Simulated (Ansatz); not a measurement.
A plane-wave DFT run in Ansatz 0.2.0 (scalar-relativistic PAW potentials unless the input names others): input and command.

```yaml
crystal:
  lattice:
    - [5.6877954778, 0.0, 0.0]
    - [-2.8438977389, 4.9257753753, 0.0]
    - [0.0, 0.0, 4.6883571849]
  atoms:
    - { symbol: Ti, position: [0.8303111834, 0.1696888166, 0.25] }
    - { symbol: Ti, position: [0.6606223668, 0.8303111834, 0.75] }
    - { symbol: Ti, position: [0.8303111834, 0.6606223668, 0.25] }
    - { symbol: Ti, position: [0.1696888166, 0.8303111834, 0.75] }
    - { symbol: Ti, position: [0.3393776332, 0.1696888166, 0.25] }
    - { symbol: Ti, position: [0.1696888166, 0.3393776332, 0.75] }
    - { symbol: Al, position: [0.3333333333, 0.6666666667, 0.25] }
    - { symbol: Al, position: [0.6666666667, 0.3333333333, 0.75] }
basis:
  ecutwfc: 420
kpoints:
  mp_grid: { grid: [1, 1, 1] }
hamiltonian:
  xc: pbesol
scf:
  occupations: { method: gaussian, width: 0.15 }
  max_iter: 80
output:
  forces: true
  eigenvalues: true
  stress: true
```

```bash
ansatz run input.yaml --threads 2 --pin off --max-ram 5120MiB --backend cpu --events-out ev --progress --plain --runs-dir out
```

Abridged log:
```
Basis set: ecut = 420 eV, 2631 PW (Γ), exchange–correlation on 80×80×64 points (8 copies of the dense FFT grid, shifted against one another)
Bands: 47, of which v1, the nominal top of the filled ones, is band 39 counted from 1 (38 counted from 0)
Symmetry: 24 space group operations
k-points: 1
SCF iter   1: F=—  HF=-15897.523626 eV  |F-HF|=—  |Δ(HF+E_count)|=         —  Δρ=2.75e-2  dr2=9.87e-1  ethr=1.77e-3  ⟨swp⟩=9.0  Hψ=185  notcnv=0
SCF iter   2: F=—  HF=-15897.305735 eV  |F-HF|=—  |Δ(HF+E_count)|=   2.18e-1  Δρ=1.26e-2  dr2=2.03e-1  ethr=1.27e-3  ⟨swp⟩=2.0  Hψ=75  notcnv=0  defer=2
SCF iter   3: F=—  HF=-15897.260057 eV  |F-HF|=—  |Δ(HF+E_count)|=   4.57e-2  Δρ=4.21e-3  dr2=2.38e-2  ethr=2.60e-4  ⟨swp⟩=2.0  Hψ=58  notcnv=0  defer=2
SCF iter   4: F=—  HF=-15897.254490 eV  |F-HF|=—  |Δ(HF+E_count)|=   5.57e-3  Δρ=6.28e-4  dr2=6.20e-4  ethr=3.06e-5  ⟨swp⟩=2.0  Hψ=53  notcnv=0
automatic band count: iteration 4 solves 45 bands in place of 47: the levels show a gap, and the empty bands left out lie too high to hold charge; the band table lists the bands solved (type scf.n_extra_bands for more)
SCF iter   5: F=—  HF=-15897.254336 eV  |F-HF|=—  |Δ(HF+E_count)|=   1.54e-4  Δρ=1.32e-4  dr2=2.45e-5  ethr=7.95e-7  ⟨swp⟩=2.0  Hψ=60  notcnv=0
SCF iter   6: F=—  HF=-15897.254247 eV  |F-HF|=—  |Δ(HF+E_count)|=   8.87e-5  Δρ=3.97e-5  dr2=1.79e-6  ethr=3.14e-8  ⟨swp⟩=2.0  Hψ=79  notcnv=0
SCF iter   7: F=—  HF=-15897.254246 eV  |F-HF|=—  |Δ(HF+E_count)|=   6.74e-7  Δρ=9.38e-6  dr2=1.09e-7  ethr=2.30e-9  ⟨swp⟩=2.0  Hψ=77  notcnv=0
SCF iter   8: F=-15897.254246 eV  HF=-15897.254246 eV  |F-HF|=6.38e-9  |Δ(HF+E_count)|=   3.42e-8  Δρ=2.23e-6  dr2=9.47e-9  ethr=1.28e-10  ⟨swp⟩=5.0  Hψ=154  notcnv=0
SCF 1 converged in 8 iterations: F = -15897.254246 eV  dr2 = 9.47e-9
SCF converged after 8 iterations
Free energy (F): -15897.254246 eV
Harris-Foulkes:  -15897.254246 eV  (|F-HF|=6.38e-9)
Internal energy: -15897.190176 eV  (E = F + TS)
E sigma→0 (E₀):  -15897.222211 eV
Entropy (-TS):   -0.064070 eV (-8.009 meV/atom)
Fermi energy:    11.975048 eV
--- Forces (eV/Å), atoms counted from 1 ---
  atom   1  Ti    -1.25510712     0.72463643     0.00000000
  atom   2  Ti    -1.25510712    -0.72463643     0.00000000
  atom   3  Ti     0.00000000    -1.44927287     0.00000000
  atom   4  Ti     1.25510712    -0.72463643     0.00000000
  atom   5  Ti     1.25510712     0.72463643     0.00000000
  atom   6  Ti     0.00000000     1.44927287     0.00000000
  atom   7  Al     0.00000000     0.00000000     0.00000000
  atom   8  Al     0.00000000     0.00000000     0.00000000
--- Stress (GPa, compression-positive) ---
      -11.571102       0.000000       0.000000
        0.000000     -11.571102       0.000000
        0.000000       0.000000      -8.661134
  P = ⅓ Tr σ = -10.6011 GPa (-106.011 kbar)
```

Q: What should be changed?

A: The fault is one k-point for a small cell (kpoints.mp_grid.grid: [12, 12, 10] → [1, 1, 1], the first being the value of the sound run). Setting it back cures it. The run converged all the same, with an energy at zero smearing 311 meV/atom below the reference's, pressure -10.60 GPa, largest force 1.449 eV/Å, gap on the mesh 0.30 eV, so convergence alone doesn't show that an input is right. A reference run from the same start on usual settings converged with pressure -2.09 GPa, largest force 0.003 eV/Å, no gap on the mesh.

The run took 0.31 s on 2 threads of AMD EPYC 9R45 96-Core Processor (Zen 5), with other jobs on the host, peak memory 0.37 GiB.